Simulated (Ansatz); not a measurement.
# Cs: the cost of one run

Computed with Ansatz 0.2.0 (DFT PBE, scalar-relativistic, plane waves, PAW, unless a step's input says otherwise).

### 1 The starting structure

The structure is hexagonal, space group P6_3/mmc (No. 194). The conventional cell has a = 5.566 Å, b = 5.566 Å, c = 18.522 Å, α = 90.00°, β = 90.00°, γ = 120.00°.

As a file:

```cif
data_structure
_symmetry_space_group_name_H-M 'P6_3/mmc'
_symmetry_Int_Tables_number 194
_cell_length_a 5.5659
_cell_length_b 5.5659
_cell_length_c 18.5216
_cell_angle_alpha 90.000
_cell_angle_beta 90.000
_cell_angle_gamma 120.000
_cell_volume 496.91
loop_
_atom_site_label
_atom_site_type_symbol
_atom_site_symmetry_multiplicity
_atom_site_Wyckoff_symbol
_atom_site_fract_x
_atom_site_fract_y
_atom_site_fract_z
_atom_site_occupancy
Cs1 Cs 2 a 0.00000 0.00000 0.00000 1
Cs2 Cs 2 c 0.33333 0.66667 0.25000 1
```

This is candidate A: structure listed in a database for this formula (P6_3/mmc, No. 194).

(A quick probe on a coarse mesh, which set the mesh and smearing, is not shown.)

### 3 Relaxing cell and atoms (candidate A)

input.yaml

```yaml
crystal:
  lattice:
    - [5.5659085693, 0.0, 0.0]
    - [-2.7829542847, 4.8202182162, 0.0]
    - [0.0, 0.0, 18.52157517]
  atoms:
    - { symbol: Cs, position: [0.0, 0.0, 0.0] }
    - { symbol: Cs, position: [0.33333333, 0.66666667, 0.25] }
    - { symbol: Cs, position: [0.0, 0.0, 0.5] }
    - { symbol: Cs, position: [0.66666667, 0.33333333, 0.75] }
basis:
  ecutwfc: 420
kpoints:
  mp_grid: { grid: [9, 9, 4] }
hamiltonian:
  xc: pbe
scf:
  occupations: { method: gaussian, width: 0.1 }
output:
  forces: true
  stress: true
  eigenvalues: true
relax:
  adjacent_minimum: "off"
  f_tol: 0.01
  max_steps: 80
  cell: { stress_tol: 0.05 }
```

Q: Estimate wall time and peak memory on 1 thread of an x86-64 CPU, shared host.

About 86 s, with a peak of 0.86 GiB.
